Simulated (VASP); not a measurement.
# SnTe (F-43m) in VASP: further runs, part 2 of 2

VASP 6.6.1.

**4. G0W0 quasiparticle levels, PBE**

POSCAR

```
SnTe
1.0
    0.0000000000      3.6111460000      3.6111460000
    3.6111460000      0.0000000000      3.6111460000
    3.6111460000      3.6111460000      0.0000000000
Te Sn
1 1
Direct
    0.2500000000      0.2500000000      0.2500000000
    0.0000000000      0.0000000000      0.0000000000
```

INCAR.step1

```
PREC = Accurate
ENCUT = 450
EDIFF = 1E-8
ISMEAR = 0
SIGMA = 0.01
LREAL = F
LASPH = T
NELM = 80
ALGO = Normal
LWAVE = T
LCHARG = F
GGA = PE
```

INCAR.step2

```
PREC = Accurate
ENCUT = 450
EDIFF = 1E-8
ISMEAR = 0
SIGMA = 0.01
LREAL = F
LASPH = T
NELM = 1
ALGO = Exact
LWAVE = T
LCHARG = F
GGA = PE
NBANDS = 386
LOPTICS = T
ISTART = 1
```

INCAR.step3

```
PREC = Accurate
ENCUT = 450
EDIFF = 1E-8
ISMEAR = 0
SIGMA = 0.01
LREAL = F
LASPH = T
ALGO = EVGW0
LWAVE = F
LCHARG = F
GGA = PE
NELMGW = 1
NBANDS = 386
ENCUTGW = 75
NOMEGA = 48
PRECFOCK = Fast
ISTART = 1
NBANDSGW = 18
```

KPOINTS

```
Automatic mesh
0
Gamma
  2 2 2
```

Potentials or basis: VASP PAW PBE potentials, release 64 (Te_GW, Sn_d_GW).

On the command line:

```
$ cat potpaw_PBE.64/Te_GW/POTCAR potpaw_PBE.64/Sn_d_GW/POTCAR > POTCAR
$ cp INCAR.step1 INCAR
$ mpirun -np 1 vasp_std > vasp.out
$ cp INCAR.step2 INCAR
$ mpirun -np 1 vasp_std > vasp.out
$ cp INCAR.step3 INCAR
$ mpirun -np 1 vasp_std > vasp.out
```

OUTCAR:

```text
PREC = Accurate
   ENCUT = 450
   EDIFF = 1E-8
   ISMEAR = 0
   LREAL = F
   LASPH = T
   GGA = PE
   NELMGW = 1
   ENCUTGW = 75
   PRECFOCK = Fast
   ISTART = 1

 Found      3 irreducible k-points:

 Following reciprocal coordinates:
            Coordinates               Weight
  0.000000  0.000000  0.000000      1.000000
  0.500000  0.000000  0.000000      4.000000
  0.500000  0.500000  0.000000      3.000000
   k-points           NKPTS =      3   k-points in BZ     NKDIM =      8   number of bands    NBANDS=    386
   number of dos      NEDOS =    301   number of ions     NIONS =      2
[... 57 lines left out ...]
   ENCUTGWSOFT         =  60.0    soft cutoff for Coulomb kernel in GW response function in eV
   ENCUTLF             =  -1.0    cutoff for local field effects
   NELMGW              =     1    number of iterations in solving QP/BSE equation
   NELMHF              =     1    number of iterations in the inner HF iteration
   NKREDLFX            =     1    NKREDLFY  =   1   NKREDLFZ  =   1
 non-spin polarized calculation
 Gauss-broadening in eV      SIGMA  =   0.01
  energy-cutoff  :      450.00
  volume of cell :       94.18
 maximum number of plane-waves:      2085
 NGX is ok and might be reduce to    36
  NGX = 20; NGY = 20; NGZ = 20
   NGX = 17   NGY = 17   NGZ = 17
 maximum number of plane-waves:       150
 NGX is ok and might be reduce to    18

 QP shifts <psi_nk| G(iteration)W_0 |psi_nk>: iteration 1
 for sc-GW calculations column KS-energies equals QP-energies in previous step
 and V_xc(KS)=  KS-energies - (<T + V_ion + V_H > + <T+V_H+V_ion>^1  + <V_x>^1)

 k-point   1 :       0.0000    0.0000    0.0000
  band No.  KS-energies  QP-energies   sigma(KS)   V_xc(KS)     V^pw_x(r,r')   Z            occupation Imag(sigma)

      1     -19.3912     -21.7254     -21.1608     -17.5160     -27.0917       0.6404       2.0000       0.3492
      2     -19.3912     -21.7254     -21.1608     -17.5160     -27.0917       0.6404       2.0000       0.3492
      3     -19.3912     -21.7254     -21.1608     -17.5160     -27.0917       0.6404       2.0000       0.3492
      4     -19.3830     -21.6985     -21.1508     -17.5180     -27.0742       0.6374       2.0000       0.3358
      5     -19.3830     -21.6985     -21.1508     -17.5180     -27.0742       0.6374       2.0000       0.3358
      6      -9.0511      -9.1843     -11.0199     -10.7924     -17.0021       0.5857       2.0000       1.0529
[... 41 lines left out ...]
      4     -19.3830     -21.7081     -21.1499     -17.5179     -27.0735       0.6402       2.0000       0.3350
      5     -19.3830     -21.7081     -21.1499     -17.5179     -27.0735       0.6402       2.0000       0.3350
      6      -8.2902      -8.4816     -11.5230     -11.2166     -17.0086       0.6249       2.0000       0.9318
[... 10 lines left out ...]
     17      10.7115      10.7630      -7.8179      -7.8897      -3.1825       0.7174       0.0000      -0.3160
     18      11.0314      11.1145      -7.7730      -7.8913      -2.9037       0.7019       0.0000      -0.3495
```

OUTCAR.step1:

```text
PREC = Accurate
   ENCUT = 450
   EDIFF = 1E-8
   ISMEAR = 0
   LREAL = F
   LASPH = T
[... 156 lines left out ...]
 -----------------------------------------------------------------------------------
      1.80557      1.80557      1.80557        -0.000000     -0.000000      0.000000
      0.00000      0.00000      0.00000         0.000000      0.000000     -0.000000
 -----------------------------------------------------------------------------------
    total drift:                               -0.000000     -0.000000     -0.000000

  FREE ENERGIE OF THE ION-ELECTRON SYSTEM (eV)
  ---------------------------------------------------
  free  energy   TOTEN  =        -7.3783918490 eV

  energy  without entropy=       -7.3783918490  energy(sigma->0) =       -7.37839185
```

OUTCAR.step2:

```text
PREC = Accurate
   ENCUT = 450
   EDIFF = 1E-8
   ISMEAR = 0
   LREAL = F
[... 516 lines left out ...]
     0.00000     7.55000     7.55000     7.55000     0.00000     0.00000     0.00000
     1.96048    10.47429    10.47429    10.47429     0.00000     0.00000     0.00000
     3.92096     6.23806     6.23806     6.23806     0.00000     0.00000    -0.00000
     5.88144    -2.13505    -2.13505    -2.13505    -0.00000    -0.00000    -0.00000
     7.84192     0.31539     0.31539     0.31539    -0.00000    -0.00000    -0.00000
     9.80240    -1.07138    -1.07138    -1.07138    -0.00000    -0.00000     0.00000
[... 92 lines left out ...]
   192.12708     0.99020     0.99020     0.99020    -0.00000    -0.00000    -0.00000
   194.08756     0.99042     0.99042     0.99042    -0.00000    -0.00000    -0.00000
```

It took 2.1 min on 1 thread of Intel Xeon Platinum 8259CL at 2.50GHz (Skylake/Cascade Lake), shared host; peak memory 0.67 GiB.

These settings aren't checked as converged: the numbers below hold their error.

What came out:

```yaml
Band_gap_on_the_k_mesh_mean-field_level: 0.81 eV, direct
Quasiparticle_gap: 1.36 eV
Least_direct_quasiparticle_gap: 1.36 eV
```

Caveat: the k mesh is coarse (spacing up to 0.75 Å⁻¹), so the values aren't converged; bands, screening cutoff and mesh are small and nothing is extrapolated, so the quasiparticle values aren't converged; spin-orbit coupling is left out, which moves the levels of the heavy elements.

**5. For comparison**

An earlier run on the cell as given: functional PBEsol; potentials or basis VASP PAW PBE potentials, release 64 (Te, Sn_d); cutoff 520 eV; k mesh 7 × 7 × 7; occupations fermi-dirac, width 0.05 eV; no spin polarisation.

* Pressure: -1.4 GPa
* Band gap on the k mesh: 0.28 eV, indirect (least direct gap 0.79 eV)
